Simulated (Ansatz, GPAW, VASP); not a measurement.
One calculation of TiSi2, 3 ways

```
CELL_PARAMETERS angstrom
0.00000 4.11752 4.26290
2.38951 0.00000 4.26290
2.38951 4.11752 0.00000
ATOMIC_POSITIONS crystal
Ti 0.75000 0.75000 0.75000
Ti 0.50000 0.50000 0.50000
Si 0.41257 0.08743 0.41257
Si 0.08743 0.41257 0.08743
Si 0.16257 0.83743 0.16257
Si 0.83743 0.16257 0.83743
```

The cell is a database's computed one, not the measured one.

Alike in all runs: task band structure; functional PBEsol; k mesh 7 × 7 × 7; occupations fermi-dirac, width 0.05 eV; no spin polarisation; no spin-orbit coupling. Pressure is positive in compression and, in plane waves, holds the error of the finite cutoff.

| program and potentials | plane-wave cutoff (eV) | notes | band gap (eV) | pressure (GPa) |
| --- | --- | --- | --- | --- |
| GPAW, PAW data sets generated for this functional | 600 | - | no gap | -1.51 |
| VASP, PBE PAW files Si, Ti_sv, 520 eV | 520 | potentials made for PBE | no gap | -1.83 |
| Ansatz, all-electron LAPW, scalar-relativistic | - | - | no gap | -1.95 |

Force on atom 3 (Si), eV/Å:

| program and potentials | x | y | z |
| --- | --- | --- | --- |
| GPAW, PAW data sets generated for this functional | 0.000 | 0.045 | 0.000 |
| VASP, PBE PAW files Si, Ti_sv, 520 eV | 0.000 | 0.049 | 0.000 |
| Ansatz, all-electron LAPW, scalar-relativistic | 0.000 | 0.048 | 0.000 |

None finds a gap. The pressure spans -1.95 (Ansatz, all-electron LAPW, scalar-relativistic) to -1.51 GPa (GPAW, PAW data sets generated for this functional), with all-electron results at -1.95.

Differences between rows come from potentials, basis sets and numerical settings, since the functional is the same but for its coding. Runs on potential files found faulty are left out.

All three calculations describe TiSi2 as a metal, as expected for the low-resistivity C54 phase. Ti 3d states hybridise with Si 3p states into broad bands that cross the Fermi level, so the bonding is partly covalent without opening a gap.

The negative pressures show that the cell is stretched relative to the PBEsol equilibrium and would contract on relaxation. Since it is already slightly smaller than the measured cell, PBEsol probably overbinds this compound, as it often does for 3d metals. The spread in pressure, perhaps due to the potentials, doesn't affect the sign.

The force on the silicon atom lies only along y, the direction of the one internal coordinate that symmetry leaves free for Si in this structure. Its small size and close agreement between the codes suggest that the silicon positions are nearly, but not fully, relaxed for this functional at the fixed cell. Nothing here addresses the competition with the metastable C49 phase, which would need total energies of both structures.
